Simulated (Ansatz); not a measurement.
## 1T-VClI monolayer in a perpendicular field

Aim: how the 1T-VClI monolayer screens a field along its normal, and what the field does to its bands. A positive field points along +c.

Calculated with Ansatz 0.2.0; plane-wave DFT, PBE-D3(BJ), Ansatz PAW (set soft_1); PAW set soft_1.

### 1. The structure

The cell holds 3 atoms: 1 I, 1 V and 1 Cl. Cell: a = 3.783 Å, b = 3.783 Å, c = 37.156 Å, α = 90.0°, β = 90.0°, γ = 120.0°. Vacuum lies along c.

Coordinates:

```cif
data_structure
_symmetry_space_group_name_H-M 'P 1'
_symmetry_Int_Tables_number 1
_cell_length_a 3.7826
_cell_length_b 3.7826
_cell_length_c 37.1556
_cell_angle_alpha 90.000
_cell_angle_beta 90.000
_cell_angle_gamma 120.000
_cell_volume 460.39
loop_
_atom_site_label
_atom_site_type_symbol
_atom_site_fract_x
_atom_site_fract_y
_atom_site_fract_z
_atom_site_occupancy
I1 I 0.66667 0.33333 0.45888 1
V2 V 0.00000 0.00000 0.50873 1
Cl3 Cl 0.33333 0.66667 0.54112 1
```

### 2. Relaxation

The starting cell is a guess, so the in-plane lattice and the atoms are relaxed first, with the slab cut off from its images along the normal.

input.yaml

```yaml
crystal:
  lattice:
    - [3.7825655, 0.0, 0.0]
    - [-1.89128275, 3.2757978145, 0.0]
    - [0.0, 0.0, 37.1555674295]
  atoms:
    - { symbol: I, position: [0.6666666667, 0.3333333333, 0.4588814323] }
    - { symbol: V, position: [0.0, 0.0, 0.5087292635], spin: 1.0 }
    - { symbol: Cl, position: [0.3333333333, 0.6666666667, 0.5411185677] }
  periodic: [true, true, false]
magnetization:
  spin_polarized: true
kpoints:
  mp_grid: { grid: [12, 12, 1] }
hamiltonian:
  xc: pbe
  dispersion: d3bj
  pseudopotentials: { kind: paw, azcp: { folder: soft_1 } }
scf:
  occupations: { method: fermi_dirac, width: 0.05 }
  convergence: { dr2_threshold: 1.0e-09 }
relax:
  f_tol: 0.004
  max_steps: 90
  cell: {}
output:
  write_potential: true
  write_density: true
  volumetric_format: npy
```

On the command line:

```console
ansatz run input.yaml --threads 2 --pin off --max-ram 3072MiB --backend cpu --events-out ev --progress --plain --runs-dir out
```

Numbers of over 12 decimals in the logs are rounded to 6 here.

The program printed:

```text
Warning: relax.cell: scf.convergence.dr2_threshold = 1e-9 eV is looser than the 1.76006922939e-10 eV advised for a relaxation that steers and ends on the stress (1e-10 eV for each atom of the cell: 3, times the square of relax.cell.stress_2d_tol = 0.05 N/m over 13.1 Å (the atoms' height at the walk's start and 5 Å past either face), 3.830e-2 GPa, over a crystal's default 0.05). What an SCF threshold leaves in a stress goes as its square root, and in the free energy as the threshold itself, and one threshold admits the most on a small cell: [figures from the program's tests cut] Set scf.convergence.dr2_threshold to 1.76006922939e-10 eV or tighter. [rest of the remark cut]
Engine: ansatz 0.2.0, aarch64-unknown-linux-gnu
Pseudopotentials: kind: paw
Pseudopotential: I, paw, valence charge 17, recommended cutoff 420 eV (normal), soft_1/I.paw.azcp
Pseudopotential: V, paw, valence charge 13, recommended cutoff 420 eV (normal), soft_1/V.paw.azcp
Pseudopotential: Cl, paw, valence charge 7, recommended cutoff 420 eV (normal), soft_1/Cl.paw.azcp
Functional definition: PBE
  parameter kappa = 0.804
  parameter beta = 0.066725
  exchange = pbe_x(kappa = kappa, mu = beta*pi^2/3)
  correlation = pbe_c(beta = beta)
Crystal: 3 atoms, lattice volume = 460.392 Å³
Basis set: ecut = 420 eV, 9005 PW (Γ), exchange–correlation on 54×54×500 points (8 copies of the dense FFT grid, shifted against one another)
Bands: 23, of which v1, the nominal top of the filled ones, is band 19 counted from 1 (18 counted from 0)
Symmetry: 6 space group operations
Space group: P3m1 (ITA 156), of the structure as read, at distance tolerance 7.7e-5 Å
Magnetic group: BNS 156.49 (UNI 1279), of the structure as read, at distance tolerance 7.7e-5 Å
k-points: 19 of 144 (time reversal used)
Non-local potential: I, projectors of the file, l = 0: 2, l = 1: 2, l = 2: 2, l = 3: 1
Non-local potential: V, projectors of the file, l = 0: 3, l = 1: 2, l = 2: 3, l = 3: 1
Non-local potential: Cl, projectors of the file, l = 0: 2, l = 1: 2, l = 2: 1
PAW form: soft (Blöchl's): semilocal exchange-correlation on the pseudo side does not see the compensation charge
PAW one-centre angular grid: I, 590 points (default); XC on 64 Gauss nodes
PAW one-centre angular grid: V, 590 points (default); XC on 64 Gauss nodes
PAW one-centre angular grid: Cl, 110 points (default); XC on 64 Gauss nodes
Initial density: superposition of atomic densities (neutral atoms: chi_scale 0, normalization atom)
Starting moments: Σ|m| = 1 μB on 1 of 3 sites
Initial wavefunctions: pseudopotential atomic-orbital guess
Functional: x = pbe(κ = 0.804, μ = 0.219515), c = pbe(β = 0.066725)
iter 1 solved again at ethr=2.35e-3 eV; its pass at ethr=3.10e-3 eV (dr2=8.70e-1 eV) is discarded
SCF iter   1: F=—  HF=-11506.355243 eV  |F-HF|=—  |Δ(HF+E_count)|=         —  Δρ=1.05e-2 (↑1.05e-2 ↓4.81e-3)  dr2=8.85e-1  dr2_m=9.60e-2  M=1.278 μB ∫|m|=1.287 μB  β_m=0.30  ethr=2.35e-3  ⟨swp⟩=1.0  Hψ=8488  notcnv=0
Mixer restart at iter 1: flushing history
preconditioner: auto → LDOS  [metal: Δε(μ)=0.018 eV  Ē_g=6.764 eV  σ=0.050 eV  W_gap=0.09  n_scr=20 (ndim 8)  ℏωp=7.1 eV  f_vac=0.808  D(μ)=7.05/eV (n_scr^D=18)]
spin=Collinear: LDOS preconditioning applied to the charge; magnetization (m = ρ↑ − ρ↓) channel mixes plain (no charge-response kernel on spin).
SCF iter   2: F=—  HF=-11506.617947 eV  |F-HF|=—  |Δ(HF+E_count)|=   2.63e-1  Δρ=8.49e-3 (↑8.49e-3 ↓4.37e-3)  dr2=3.48e-1  dr2_m=1.06e-1  M=1.430 μB ∫|m|=1.439 μB  β_m=0.65  ethr=2.35e-3  ⟨swp⟩=3.2  Hψ=1146  notcnv=0
SCF iter   3: F=—  HF=-11507.089975 eV  |F-HF|=—  |Δ(HF+E_count)|=   4.72e-1  Δρ=7.83e-3 (↑7.82e-3 ↓7.83e-3)  dr2=3.05e-2  dr2_m=2.55e-1  M=2.266 μB ∫|m|=2.275 μB  β_m=0.82  ethr=9.41e-4  ⟨swp⟩=4.9  Hψ=2266  notcnv=0
SCF iter   4: F=—  HF=-11508.059154 eV  |F-HF|=—  |Δ(HF+E_count)|=         —  Δρ=1.38e-2 (↑1.38e-2 ↓1.24e-2)  dr2=2.27e-2  dr2_m=7.17e-1  M=3.000 μB ∫|m|=3.050 μB  β_m=1.00  ethr=8.24e-5  ⟨swp⟩=3.2  Hψ=2152  notcnv=0  κ⁻¹=2.9e-3(r=2)
SCF iter   5: F=—  HF=-11508.086560 eV  |F-HF|=—  |Δ(HF+E_count)|=   2.74e-2  Δρ=1.63e-2 (↑1.63e-2 ↓1.23e-2)  dr2=4.12e-1  dr2_m=8.29e-1  M=3.000 μB ∫|m|=3.084 μB  β_m=0.82  ethr=1.35e-4  ⟨swp⟩=5.4  Hψ=2484  notcnv=0
SCF iter   6: F=—  HF=-11507.928383 eV  |F-HF|=—  |Δ(HF+E_count)|=   1.58e-1  Δρ=1.25e-2 (↑1.25e-2 ↓1.21e-2)  dr2=4.15e-2  dr2_m=6.31e-1  M=3.000 μB ∫|m|=3.086 μB  β_m=0.17  ethr=1.35e-4  ⟨swp⟩=4.5  Hψ=2914  notcnv=0  defer=16
SCF iter   7: F=—  HF=-11507.905659 eV  |F-HF|=—  |Δ(HF+E_count)|=   2.27e-2  Δρ=1.10e-2 (↑1.10e-2 ↓1.01e-2)  dr2=1.95e-2  dr2_m=4.66e-1  M=3.000 μB ∫|m|=3.094 μB  β_m=0.37  ethr=1.12e-4  ⟨swp⟩=2.5  Hψ=1327  notcnv=0  defer=16
SCF iter   8: F=—  HF=-11507.864023 eV  |F-HF|=—  |Δ(HF+E_count)|=   4.16e-2  Δρ=6.70e-3 (↑6.70e-3 ↓6.14e-3)  dr2=5.50e-2  dr2_m=1.62e-1  M=3.000 μB ∫|m|=3.114 μB  β_m=0.30  ethr=5.27e-5  ⟨swp⟩=3.8  Hψ=2243  notcnv=0  defer=16
SCF iter   9: F=—  HF=-11507.863318 eV  |F-HF|=—  |Δ(HF+E_count)|=   7.05e-4  Δρ=1.22e-3 (↑1.22e-3 ↓7.94e-4)  dr2=8.85e-3  dr2_m=2.13e-3  M=3.000 μB ∫|m|=3.133 μB  β_m=0.59  ethr=5.27e-5  ⟨swp⟩=3.7  Hψ=2249  notcnv=0  defer=16
SCF iter  10: F=—  HF=-11507.870459 eV  |F-HF|=—  |Δ(HF+E_count)|=   7.14e-3  Δρ=1.53e-3 (↑1.52e-3 ↓1.53e-3)  dr2=1.76e-2  dr2_m=9.35e-3  M=3.000 μB ∫|m|=3.144 μB  β_m=0.45  ethr=2.39e-5  ⟨swp⟩=3.1  Hψ=2153  notcnv=0  defer=18  recentre
SCF iter  11: F=—  HF=-11507.865905 eV  |F-HF|=—  |Δ(HF+E_count)|=   4.55e-3  Δρ=4.32e-4 (↑4.32e-4 ↓2.89e-4)  dr2=6.08e-4  dr2_m=4.66e-4  M=3.000 μB ∫|m|=3.134 μB  β_m=0.55  ethr=2.39e-5  ⟨swp⟩=3.0  Hψ=1877  notcnv=0  defer=18
SCF iter  12: F=—  HF=-11507.865922 eV  |F-HF|=—  |Δ(HF+E_count)|=   1.67e-5  Δρ=1.02e-4 (↑1.02e-4 ↓8.83e-5)  dr2=1.38e-5  dr2_m=3.35e-5  M=3.000 μB ∫|m|=3.133 μB  β_m=0.69  ethr=1.64e-6  ⟨swp⟩=3.6  Hψ=2032  notcnv=0  defer=18
SCF iter  13: F=—  HF=-11507.866026 eV  |F-HF|=—  |Δ(HF+E_count)|=   1.04e-4  Δρ=1.78e-5 (↑1.78e-5 ↓1.67e-5)  dr2=2.25e-6  dr2_m=1.03e-6  M=3.000 μB ∫|m|=3.133 μB  β_m=0.68  ethr=3.72e-8  ⟨swp⟩=3.1  Hψ=1860  notcnv=0  defer=18
SCF iter  14: F=—  HF=-11507.866030 eV  |F-HF|=—  |Δ(HF+E_count)|=   4.12e-6  Δρ=3.27e-6 (↑3.27e-6 ↓2.88e-6)  dr2=1.06e-7  dr2_m=2.54e-8  M=3.000 μB ∫|m|=3.134 μB  β_m=0.62  ethr=6.07e-9  ⟨swp⟩=3.0  Hψ=1766  notcnv=0  defer=18
SCF iter  15: F=—  HF=-11507.866030 eV  |F-HF|=—  |Δ(HF+E_count)|=   7.82e-8  Δρ=1.12e-6 (↑1.12e-6 ↓9.19e-7)  dr2=4.03e-9  dr2_m=3.32e-9  M=3.000 μB ∫|m|=3.134 μB  β_m=0.70  ethr=2.88e-10  ⟨swp⟩=3.5  Hψ=2071  notcnv=0  defer=18
[...]
SCF 3 converged in 10 iterations: F = -11507.909845 eV  dr2 = 3.31e-11
relax step   3: F+E_penalty+E_count = -11507.90984547 eV  Δ(F+E_penalty+E_count) = -5.427e-3 eV  max|allowed force component| = 1.754e-1 eV/Å  Δτ_max = 0.0531 Å  P = -0.016 N/m  Ω = 470.702 Å³  energy of the carried Pulay correction = -3.724e-4 eV  fix = [c, alpha, beta]  reactions: c -0.000 N/m  (10 SCF iters, accepted)
[...]
relax step   4: F+E_penalty+E_count = -11507.91330185 eV  Δ(F+E_penalty+E_count) = -3.456e-3 eV  max|allowed force component| = 1.655e-2 eV/Å  Δτ_max = 0.0229 Å  P = +0.113 N/m  Ω = 471.270 Å³  energy of the carried Pulay correction = -3.927e-4 eV  fix = [c, alpha, beta]  reactions: c +0.000 N/m  (9 SCF iters, accepted)
[...]
relax step   5: F+E_penalty+E_count = -11507.91349526 eV  Δ(F+E_penalty+E_count) = -1.934e-4 eV  max|allowed force component| = 4.955e-3 eV/Å  Δτ_max = 0.0045 Å  P = +0.045 N/m  Ω = 472.723 Å³  energy of the carried Pulay correction = -4.445e-4 eV  fix = [c, alpha, beta]  reactions: c +0.000 N/m  (8 SCF iters, accepted)
[...]
relax step   6: F+E_penalty+E_count = -11507.91350965 eV  Δ(F+E_penalty+E_count) = -1.439e-5 eV  max|allowed force component| = 3.527e-3 eV/Å  Δτ_max = 0.0010 Å  P = +0.024 N/m  Ω = 473.164 Å³  energy of the carried Pulay correction = -4.602e-4 eV  fix = [c, alpha, beta]  reactions: c +0.000 N/m  (7 SCF iters, accepted)
Initial wavefunctions: pseudopotential atomic-orbital guess (no wavefunctions were taken with the density)
iter 1 solved again at ethr=5.74e-7 eV; its pass at ethr=3.10e-3 eV (dr2=2.13e-4 eV) is discarded
SCF iter   1: F=—  HF=-11507.905868 eV  |F-HF|=—  |Δ(HF+E_count)|=         —  Δρ=1.04e-4 (↑1.04e-4 ↓6.71e-5)  dr2=3.19e-6  dr2_m=2.04e-6  M=3.000 μB ∫|m|=3.153 μB  β_m=0.65  ethr=5.74e-7  ⟨swp⟩=5.8  Hψ=10276  notcnv=0
preconditioner: auto → Resta (q_TF=auto, 1.784 Å⁻¹)  ε∞=1.8  [insulator: Δε(μ)=1.180 eV  Ē_g=8.520 eV  σ=0.050 eV  W_gap=1.00  n_scr=20 (ndim 8)  ℏωp=7.4 eV  f_vac=0.816  D(μ)=0.00/eV (n_scr^D=0)  ε∞_Penn≈1.8  vacuum switching on, ρ_ref=5.3e-3 e/Å³]
spin=Collinear: Resta preconditioning applied to the charge; magnetization (m = ρ↑ − ρ↓) channel mixes plain (no charge-response kernel on spin).
SCF iter   2: F=—  HF=-11507.912306 eV  |F-HF|=—  |Δ(HF+E_count)|=   6.44e-3  Δρ=3.65e-5 (↑3.65e-5 ↓2.36e-5)  dr2=4.44e-7  dr2_m=2.53e-7  M=3.000 μB ∫|m|=3.153 μB  β_m=0.62  ethr=8.61e-9  ⟨swp⟩=4.0  Hψ=2094  notcnv=0
SCF iter   3: F=—  HF=-11507.913948 eV  |F-HF|=—  |Δ(HF+E_count)|=   1.64e-3  Δρ=4.35e-6 (↑4.35e-6 ↓2.75e-6)  dr2=6.21e-8  dr2_m=5.01e-9  M=3.000 μB ∫|m|=3.153 μB  β_m=0.62  ethr=1.20e-9  ⟨swp⟩=3.2  Hψ=1846  notcnv=0
SCF iter   4: F=—  HF=-11507.913994 eV  |F-HF|=—  |Δ(HF+E_count)|=   4.63e-5  Δρ=9.66e-7 (↑9.66e-7 ↓6.88e-7)  dr2=3.14e-8  dr2_m=3.35e-10  M=3.000 μB ∫|m|=3.153 μB  β_m=0.60  ethr=1.68e-10  ⟨swp⟩=4.0  Hψ=1890  notcnv=0
SCF iter   5: F=—  HF=-11507.913998 eV  |F-HF|=—  |Δ(HF+E_count)|=   3.53e-6  Δρ=4.85e-7 (↑4.85e-7 ↓3.33e-7)  dr2=4.06e-9  dr2_m=8.33e-11  M=3.000 μB ∫|m|=3.153 μB  β_m=0.60  ethr=8.48e-11  ⟨swp⟩=2.2  Hψ=1124  notcnv=0
SCF iter   6: F=—  HF=-11507.913999 eV  |F-HF|=—  |Δ(HF+E_count)|=   1.24e-6  Δρ=1.80e-7 (↑1.80e-7 ↓1.41e-7)  dr2=6.61e-10  dr2_m=2.94e-11  M=3.000 μB ∫|m|=3.153 μB  β_m=0.73  ethr=1.10e-11  ⟨swp⟩=3.3  Hψ=1601  notcnv=0
SCF iter   7: F=-11507.913999 eV  HF=-11507.913999 eV  |F-HF|=1.33e-8  |Δ(HF+E_count)|=   2.31e-7  Δρ=5.87e-8 (↑5.87e-8 ↓4.15e-8)  dr2=9.29e-11  dr2_m=1.63e-12  M=3.000 μB ∫|m|=3.153 μB  ethr=1.79e-12  ⟨swp⟩=12.6  Hψ=6600  notcnv=0
SCF 7 converged in 7 iterations: F = -11507.913999 eV  dr2 = 9.29e-11
relax step   7: F+E_penalty+E_count = -11507.91399942 eV  Δ(F+E_penalty+E_count) = -4.898e-4 eV  max|allowed force component| = 3.526e-3 eV/Å  Δτ_max = 0.0000 Å  P = +0.025 N/m  Ω = 473.164 Å³  fix = [c, alpha, beta]  reactions: c +0.000 N/m  stress off target by 2.53e-2 N/m on what of the cell is left free  SCF on the basis re-selected at this cell (its energy is not comparable with the rows above)  (7 SCF iters)
basis re-selected at this cell: Δ(F+E_penalty+E_count) = -4.898e-4 eV, ΔP = +0.002 N/m vs the last step (what re-selecting the basis moved, of the pressure what is left beyond the Pulay correction that the steps carried, after the strain that the cell walked since its last selection, with what the two solves' SCF thresholds leave and, on support functions, any second-order correction that the steps lacked; it is no m [...]
WARN: The output density's exchange-correlation potential varies sharply where the density is thin. Do not read a vacuum level from v_tot or v_xc, or from such a field of the output density. On a cell that repeats whose density bears no net charge and no dipole along the vacuum's axis use v_es (v_loc + v_h of the components); under efield.dipole_correction with no amplitude use v_es + v_field, which holds any externa [...]
SCF converged after 7 iterations
Magnetization: 3.0000 μB (20.0000 up, 17.0000 down)
Absolute magnetization: 3.1534 μB (∫|ρ↑−ρ↓|, with the PAW one-centre terms)
Spin contamination: 0.0195 ħ² per cell (⟨S²⟩ above its minimum at these occupations)
Per-site moments (μB) at R_I (Å): [(-0.030216, 1.149784), (2.477497, 1.046230), (0.00517384, 1.046230)]
Free energy (F): -11507.913999 eV
Harris-Foulkes:  -11507.913999 eV  (|F-HF|=1.33e-8)
Internal energy: -11507.913997 eV  (E = F + TS)
E sigma→0 (E₀):  -11507.913998 eV
Entropy (-TS):   -0.000003 eV (-0.001 meV/atom)
Fermi energy:    -3.862570 eV
--- Per-component energies (eV) ---
  E_band       = -1085.237834
  E_kinetic    = 608.639128
  E_local      = -79978.539062  (includes V_loc(G=0)·N_el)
  E_nonlocal   = 234.675205
  E_hartree    = 39486.069760
  E_xc         = -329.107970
  E_vxc        = -371.229439  (∫ρ·V_xc dr)
  E_paw        = -6573.230126  (= ΣΔE_a)
  E_vpaw       = -550.921954  (= ΣTr[D̂ρ^β])
  E_aug_tail   = -0.001368  (compensation charges beyond the density's cutoff)
  E_ewald      = 35044.290490
  E_disp       = -0.710053  (pairwise vdW)
  E_smearing   = -0.000003  (= −TS)
  E_closure    = -0.000000  (closes the sum)
  Σ components = -11507.913999   (vs F -11507.913999, Δ=0.00e0)
--- Forces (eV/Å), atoms counted from 1 ---
  atom   1  I      0.00000000     0.00000000     0.00348458
  atom   2  V      0.00000000    -0.00000000    -0.00352657
  atom   3  Cl     0.00000000     0.00000000     0.00004006
  max |Σ_I F_I| component: 1.93e-6 eV/Å
--- 2D stress c σ (N/m, compression-positive) ---
        0.025251      -0.000000       0.000000
        0.000000       0.025251      -0.000000
        0.000000      -0.000000       0.000000
  P = ½ c Tr σ = 0.0253 N/m
--- Band table (eV; the first three rows and the last of 38) ---
  k-point 0 ↑: bands = [... 15 lower, -6.3967, -6.3967, -5.1103, -5.1103, -4.7950, -2.7776, -2.7776, -1.7549]
  k-point 1 ↑: bands = [... 15 lower, -6.7829, -6.5208, -5.0823, -5.0143, -4.7108, -2.9683, -2.8105, -1.5400]
  k-point 2 ↑: bands = [... 15 lower, -7.3840, -6.7864, -5.1175, -4.8348, -4.5794, -3.2136, -2.8692, -1.0239]
  k-point 18 ↓: bands = [... 15 lower, -8.3216, -7.7853, -2.1474, -2.1391, -2.1161, -1.7540, -1.3827, 0.7654]
  the weakly bound empty levels are not read free of the cell's end (no_gap_told)
--- Relaxed structure (6 steps of the walk, 6 accepted, 1 SCFs on fresh bases) ---
  F+E_penalty+E_count = -11507.91399942 eV   max|allowed force component| = 3.526e-3 eV/Å   (the final SCF, on the basis selected at the relaxed cell)
  cell:  # Å, volume = 473.1640 Å³
    - [3.834675, 0, 0]
    - [-1.917338, 3.320926, 0]
    - [0, 0, 37.1555674295]
  atoms:
    - { symbol: I, position: [0.666667, 0.333333, 0.461423] }
    - { symbol: V, position: [-3.628274725434544e-19, -7.256549450869088e-19, 0.507001] }
    - { symbol: Cl, position: [0.333333, 0.666667, 0.540305] }
```

It took 4.8 min on 2 threads of Arm Neoverse N1, shared host; peak memory 0.84 GiB.

Relaxation path:

| step | energy less that of the first step (eV) | largest force component (eV/Å) | volume (Å³) |
| --- | --- | --- | --- |
| 1 | 0.0000 | 0.6661 | 460.39 |
| 2 | -0.0384 | 0.2358 | 466.67 |
| 3 | -0.0438 | 0.1754 | 470.70 |
| 4 | -0.0473 | 0.0165 | 471.27 |
| 5 | -0.0475 | 0.0050 | 472.72 |
| 6 | -0.0475 | 0.0035 | 473.16 |
| 7* | -0.0480 | 0.0035 | 473.16 |

Relaxation steps marked * repeat the geometry before them on a plane-wave basis chosen anew for their cell, so energy and pressure can jump there.

The run keeps the 6 symmetry operations that it works with, so distortions that break them were not tested.

| cell as run | before | after | change |
| --- | --- | --- | --- |
| a (Å) | 3.783 | 3.835 | +1.4 % |
| b (Å) | 3.783 | 3.835 | +1.4 % |

The atoms that moved most (Å, along periodic axes as changes of fractional coordinates times the final cell, across vacuum about the mean position):

```csv
atom,dx,dy,dz,length
I1,0.000,0.000,0.094,0.094
V2,0.000,0.000,-0.064,0.064
Cl3,0.000,0.000,-0.030,0.030
```

Final coordinates:

```cif
data_structure
_symmetry_space_group_name_H-M 'P 1'
_symmetry_Int_Tables_number 1
_cell_length_a 3.8347
_cell_length_b 3.8347
_cell_length_c 37.1556
_cell_angle_alpha 90.000
_cell_angle_beta 90.000
_cell_angle_gamma 120.000
_cell_volume 473.16
loop_
_atom_site_label
_atom_site_type_symbol
_atom_site_fract_x
_atom_site_fract_y
_atom_site_fract_z
_atom_site_occupancy
I1 I 0.66667 0.33333 0.46142 1
V2 V 0.00000 0.00000 0.50700 1
Cl3 Cl 0.33333 0.66667 0.54031 1
```

Numbers from this step:

```
total moment : 3.000 μB
site moments : -0.03022, 2.477, 0.005174 μB
```

Site moment by atom:

```csv
atom,site moment (μB)
I1,-0.03
V2,2.48
Cl3,0.01
```

The lattice constant a goes from 3.783 to 3.835 Å.

[end of part 1 of 2]

[Logs are printed without paths, hosts, clocks, repeated set-up lines and the standing remarks that a program may print on its own settings, such as how far it seeks lower states.]

[Hosts, paths, dates, database ids (printed as entryN), source tags and the programs' standing remarks are cut or masked in the printed files.]

[Maps of the electrostatic potential energy from Ansatz leave out the sawtooth potential of an applied field or a dipole correction, so their vacuum need not be flat; planar profiles and work functions include it.]
